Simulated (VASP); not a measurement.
# CdS: single point with PBE

CdS:

```
Cd S
1.0
     4.19099    0.00000    0.00000
     0.00000    5.92695    0.00000
     0.00000    0.00000    4.19099
Cd S
2 2
Direct
  0.00000 0.00000 0.00001
  0.50000 0.50000 0.50001
  0.50000 0.25000 0.00001
  0.00000 0.75000 0.50001
```

The cell was built by a generator and needn't be a form met in nature.

| Item | Value |
| --- | --- |
| Program | VASP 6.6.1 |
| Task | single point |
| Functional | PBE |
| Potentials or basis | VASP PAW PBE potentials, release 64 (Cd, S) |
| Cutoff | 520 eV |
| k mesh | 6 × 6 × 6 |
| Occupations | gaussian, width 0.02 eV |
| Spin | no spin polarisation |
| Dipole correction | no |
| Further INCAR settings | ALGO = Normal; EDIFF = 1e-06; NBANDS = 26 |

```yaml
Pressure: 0.3 GPa
Band_gap_on_the_k_mesh: 1.04 eV
```

Levels at points of the mesh, in eV from the valence-band top:
```csv
k point,band 16,band 17,band 18,band 19,band 20,band 21
"(0.00, 0.00, 0.00)",0.00,0.00,0.00,1.04,3.63,4.28
"(0.50, 0.00, 0.00)",-1.87,-0.70,-0.70,4.13,4.13,6.15
"(0.00, 0.50, 0.00)",-0.93,-0.93,-0.93,3.48,3.48,4.84
"(0.50, 0.50, 0.00)",-0.69,-0.68,-0.68,2.94,2.94,7.00
"(0.50, 0.00, 0.50)",-1.72,-1.72,-1.72,3.63,3.63,4.28
"(0.50, 0.50, 0.50)",-2.06,-2.03,-2.03,5.23,5.23,5.44
```

Run time: 59 s on 1 thread of Intel(R) Xeon(R) Platinum 8259CL CPU @ 2.50GHz (Skylake/Cascade Lake), on a shared host, peak memory 0.25 GiB.

PBE gaps usually lie below the measured ones, often by a third to a half.
